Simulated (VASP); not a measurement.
Runs of VASP 6.6.1 on SnO2. Symmetry: Imma, No. 74, orthorhombic system. The conventional cell has a = 6.498 Å, b = 6.829 Å, c = 6.828 Å, α = 90.00°, β = 90.00°, γ = 90.00°. Around Sn (site symmetry 2/m) lie 6 O at 2.09 Å. Sn (site symmetry mm2) has 6 O at 2.09 to 2.10 Å as nearest neighbours. Around O (site symmetry m) lie 3 Sn at 2.09 to 2.10 Å. O (site symmetry m) is surrounded by 3 Sn at 2.09 Å. The cell is a database's computed one.

```tsv
task	level	potentials or basis	cell	k mesh	cutoff (eV)	smearing	k mesh for the DOS	occupations for the DOS	gap on the mesh (eV)	pressure (GPa)	largest force (eV/Å)
relaxation of cell and atoms	LDA	VASP PAW LDA potentials, release 64 (Sn_d, O)	relaxed	5 × 5 × 5	600	fermi-dirac 0.05 eV	-	-	1.15	0.0	0.01
optical spectrum	PBE	VASP PAW PBE potentials, release 64 (Sn_d, O)	as given	5 × 5 × 5	520	gaussian 0.02 eV	-	-	0.62	-0.2	0.06
band structure	LDA	VASP PAW LDA potentials, release 64 (Sn_d, O)	as given	5 × 5 × 5	520	fermi-dirac 0.05 eV	-	-	(a)	(b)	0.13
band structure	PBE	VASP PAW PBE potentials, release 64 (Sn_d, O)	as given	5 × 5 × 5	520	fermi-dirac 0.05 eV	-	-	0.61	-0.3	0.06
dielectric tensor	PBE	VASP PAW PBE potentials, release 64 (Sn_d, O)	as given	4 × 4 × 4	520	gaussian 0.02 eV	-	-	0.61	-	-
electric field gradients	PBE	VASP PAW PBE potentials, release 64 (Sn_d, O)	as given	5 × 5 × 5	520	gaussian 0.02 eV	-	-	0.62	-0.2	0.06
```

Alike in all rows: no spin polarisation.

Task: Estimate the missing entries.

Result: (a) 0.51; (b) -10.6.

Caveats: spin-orbit coupling is left out, which moves the levels of the heavy elements; spectra need much finer meshes, so this one isn't converged (some runs); independent-particle spectra lack excitons (some runs); the gap is small at this level, which inflates the dielectric constant (some runs).

A k mesh can miss the band edges, and the runs leave out spin-orbit coupling on Sn.
